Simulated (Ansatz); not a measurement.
# An N–N split interstitial in wurtzite AlN, 97 atoms, charge +1

Aim: let the atoms about the defect relax, then find its formation energy, its levels in the gap and its spin by PBEsol and HSE06.

Program: Ansatz 0.2.0, PAW, plane waves. These are calculated values, not measurements.

### 1 The system as built

97 atoms (48 Al, 49 N); a = 9.341 Å, b = 10.787 Å, c = 9.967 Å, α = 90.00°, β = 90.00°, γ = 90.00°. All atoms were shaken off their sites by about 0.02 Å along each axis. Defect site 1: (0.500, 0.583, 0.440). Starting moments add up to 2 μB.

The runs, in order: (2) PBEsol relaxation at the single k point (¼, ¼, ¼), on 1 × NVIDIA GB200 with 8 threads of Arm Neoverse-V2; (3) HSE06 single point at the single k point (¼, ¼, ¼), on 1 × NVIDIA GB200 with 8 threads of Arm Neoverse-V2.

### 2 Relaxation of the positions (PBEsol)

Input file in.yaml:

```yaml
crystal:
  lattice:
    - [9.341448, 0.000000, 0.000000]
    - [0.000000, 10.786575, 0.000000]
    - [0.000000, 0.000000, 9.967057]
  atoms:
    - { symbol: Al, position: [0.168739, 0.081772, 0.246163] }
    - { symbol: Al, position: [0.165278, 0.081790, 0.750481] }
    - { symbol: Al, position: [0.001417, 0.330743, 0.246233] }
    - { symbol: Al, position: [0.997076, 0.332937, 0.746172] }
    - { symbol: Al, position: [0.501535, 0.082369, 0.251126] }
    - { symbol: Al, position: [0.499712, 0.082846, 0.749648] }
    - { symbol: Al, position: [0.334301, 0.334891, 0.252258] }
    - { symbol: Al, position: [0.335704, 0.331535, 0.744568] }
    - { symbol: Al, position: [0.164501, 0.585969, 0.248075] }
    - { symbol: Al, position: [0.166841, 0.581786, 0.748955] }
    - { symbol: Al, position: [0.003455, 0.831054, 0.246392] }
    - { symbol: Al, position: [0.000177, 0.834986, 0.748564] }
    - { symbol: Al, position: [0.833026, 0.084549, 0.250119] }
    - { symbol: Al, position: [0.832970, 0.083220, 0.746656] }
    - { symbol: Al, position: [0.668921, 0.334212, 0.247454] }
    - { symbol: Al, position: [0.668737, 0.332209, 0.747296] }
    - { symbol: Al, position: [0.501070, 0.581245, 0.250963], spin: 0.333 }
    - { symbol: Al, position: [0.504198, 0.581444, 0.750224] }
    - { symbol: Al, position: [0.332188, 0.832581, 0.246460] }
    - { symbol: Al, position: [0.334851, 0.830646, 0.752583] }
    - { symbol: Al, position: [0.837451, 0.585649, 0.248722] }
    - { symbol: Al, position: [0.833275, 0.584950, 0.747978] }
    - { symbol: Al, position: [0.666130, 0.833428, 0.249312] }
    - { symbol: Al, position: [0.669418, 0.833074, 0.744139] }
    - { symbol: Al, position: [0.996429, 0.162771, 0.497219] }
    - { symbol: Al, position: [0.003006, 0.165668, 0.001620] }
    - { symbol: Al, position: [0.328923, 0.163743, 0.500042] }
    - { symbol: Al, position: [0.329735, 0.167150, 0.999619] }
    - { symbol: Al, position: [0.168442, 0.414895, 0.500060] }
    - { symbol: Al, position: [0.165504, 0.417652, 0.994964] }
    - { symbol: Al, position: [0.004360, 0.668688, 0.498996] }
    - { symbol: Al, position: [0.997984, 0.664325, 0.000009] }
    - { symbol: Al, position: [0.669199, 0.167420, 0.500503] }
    - { symbol: Al, position: [0.670049, 0.168610, 0.996817] }
    - { symbol: Al, position: [0.504447, 0.416086, 0.499896], spin: 0.333 }
    - { symbol: Al, position: [0.503132, 0.417467, 0.997633] }
    - { symbol: Al, position: [0.331988, 0.667094, 0.497861], spin: 0.333 }
    - { symbol: Al, position: [0.336733, 0.666908, 0.999003] }
    - { symbol: Al, position: [0.171671, 0.916913, 0.501319] }
    - { symbol: Al, position: [0.166747, 0.915408, 0.999157] }
    - { symbol: Al, position: [0.831380, 0.417720, 0.496675] }
    - { symbol: Al, position: [0.834622, 0.414714, 0.997528] }
    - { symbol: Al, position: [0.667577, 0.667314, 0.500151], spin: 0.333 }
    - { symbol: Al, position: [0.667341, 0.668625, 0.995726] }
    - { symbol: Al, position: [0.501846, 0.916100, 0.496151] }
    - { symbol: Al, position: [0.500367, 0.917628, 0.998623] }
    - { symbol: Al, position: [0.832132, 0.916800, 0.495069] }
    - { symbol: Al, position: [0.834295, 0.920649, 0.998310] }
    - { symbol: N, position: [0.000070, 0.166910, 0.187440] }
    - { symbol: N, position: [0.001559, 0.167858, 0.687767] }
    - { symbol: N, position: [0.333552, 0.166469, 0.190405] }
    - { symbol: N, position: [0.334371, 0.165145, 0.692207] }
    - { symbol: N, position: [0.165892, 0.416185, 0.187912] }
    - { symbol: N, position: [0.167384, 0.415825, 0.689975] }
    - { symbol: N, position: [0.003604, 0.666813, 0.189597] }
    - { symbol: N, position: [0.998409, 0.664181, 0.689129] }
    - { symbol: N, position: [0.666578, 0.167551, 0.191503] }
    - { symbol: N, position: [0.670132, 0.165959, 0.693697] }
    - { symbol: N, position: [0.502495, 0.415693, 0.192908] }
    - { symbol: N, position: [0.503301, 0.414514, 0.692664] }
    - { symbol: N, position: [0.332194, 0.667125, 0.188246] }
    - { symbol: N, position: [0.336624, 0.666363, 0.690106] }
    - { symbol: N, position: [0.164115, 0.915193, 0.190110] }
    - { symbol: N, position: [0.165437, 0.917315, 0.688659] }
    - { symbol: N, position: [0.828035, 0.417218, 0.186445] }
    - { symbol: N, position: [0.835836, 0.420198, 0.689320] }
    - { symbol: N, position: [0.663399, 0.666249, 0.190992] }
    - { symbol: N, position: [0.663912, 0.667103, 0.694447] }
    - { symbol: N, position: [0.500035, 0.917600, 0.187965] }
    - { symbol: N, position: [0.498707, 0.918798, 0.691414] }
    - { symbol: N, position: [0.834753, 0.918407, 0.191344] }
    - { symbol: N, position: [0.829948, 0.916313, 0.689066] }
    - { symbol: N, position: [0.167274, 0.081594, 0.441760] }
    - { symbol: N, position: [0.164633, 0.084079, 0.939906] }
    - { symbol: N, position: [0.002474, 0.332303, 0.440126] }
    - { symbol: N, position: [0.995790, 0.334099, 0.938108] }
    - { symbol: N, position: [0.501094, 0.083025, 0.440712] }
    - { symbol: N, position: [0.502147, 0.086013, 0.939745] }
    - { symbol: N, position: [0.334565, 0.331895, 0.440874] }
    - { symbol: N, position: [0.329653, 0.331470, 0.939456] }
    - { symbol: N, position: [0.167347, 0.582624, 0.440651] }
    - { symbol: N, position: [0.167410, 0.582763, 0.941432] }
    - { symbol: N, position: [0.998306, 0.835811, 0.440839] }
    - { symbol: N, position: [0.997926, 0.830686, 0.936784] }
    - { symbol: N, position: [0.832705, 0.082883, 0.439248] }
    - { symbol: N, position: [0.830994, 0.084408, 0.942014] }
    - { symbol: N, position: [0.666938, 0.335045, 0.439453] }
    - { symbol: N, position: [0.666807, 0.329493, 0.939108] }
    - { symbol: N, position: [0.439949, 0.533083, 0.441193], spin: 0.333 }
    - { symbol: N, position: [0.502045, 0.583762, 0.939285] }
    - { symbol: N, position: [0.335009, 0.835374, 0.443541] }
    - { symbol: N, position: [0.334417, 0.833689, 0.940101] }
    - { symbol: N, position: [0.835169, 0.585499, 0.437836] }
    - { symbol: N, position: [0.835682, 0.584431, 0.938477] }
    - { symbol: N, position: [0.664429, 0.834911, 0.437132] }
    - { symbol: N, position: [0.668099, 0.832825, 0.939415] }
    - { symbol: N, position: [0.557219, 0.634178, 0.441593], spin: 0.333 }
  symmetry: { detect: false }
kpoints:
  mp_grid: { grid: [1, 1, 1], shift: [0.25, 0.25, 0.25] }
hamiltonian:
  xc: pbesol
total_charge: 1
magnetization:
  spin_polarized: true
scf:
  occupations: { method: fermi_dirac, width: 0.01 }
relax:
  f_tol: 0.03
  max_steps: 80
  escape_saddle: false
  adjacent_minimum: "off"
output:
  forces: true
  eigenvalues: true
  populations: true
  charged_corrections: { epsilon: 8.5 }
```

Started as:

```bash
> ansatz run in.yaml --threads 8 --pin off --max-ram 118750MiB --runs-dir r --events-out ev --progress --plain --backend cuda --devices 0, --max-vram 170GiB
```

Further steps of the session: HSE06 on the final geometry.

**Question.** What will these runs give? Wanted: for each run, formation energy; host gap; top filled to lowest empty; moment.

As calculated:

| level | time | formation energy (eV) | host gap (eV) | top filled to lowest empty (eV) | moment (μB) |
| --- | --- | --- | --- | --- | --- |
| PBEsol, relaxation | 8.6 s (GPU) | 3.17 | 4.09 | 1.13 | 2.00 |
| HSE06 | 27 s (GPU) | 2.65 | 5.55 | 3.04 | 2.00 |

| quantity | value |
| --- | --- |
| relaxation | 9 recorded steps, 14.33 eV gained |
| largest shift | 0.53 Å (N97) |
| largest local moment | +0.89 μB on N |

**What this shows.** Relaxation gains 14.33 eV, with shifts up to 0.53 Å (N97). The formation energy at E_F = VBM goes from 3.17 eV (PBEsol) to 2.65 eV (HSE06), as the host gap goes from 4.09 to 5.55 eV. The reservoirs are the elements' reference phases; where the defect changes the composition, the value depends on that choice. HSE06 puts 4 localised levels over 0.1 eV inside the gap, at 0.18 (filled), 0.30 (filled), 3.34 (empty), 3.42 (empty) eV, the tightest of them shared by about 4 atoms. Those within 0.2 eV of an edge lie within the error of lining up the edges. The host's edges were read at Γ, so band-like levels at this k point need not coincide with them. One k point and a cell of this size can leave errors of several tenths of an eV. The dielectric constant of 8.5 in the correction is an assumed value.
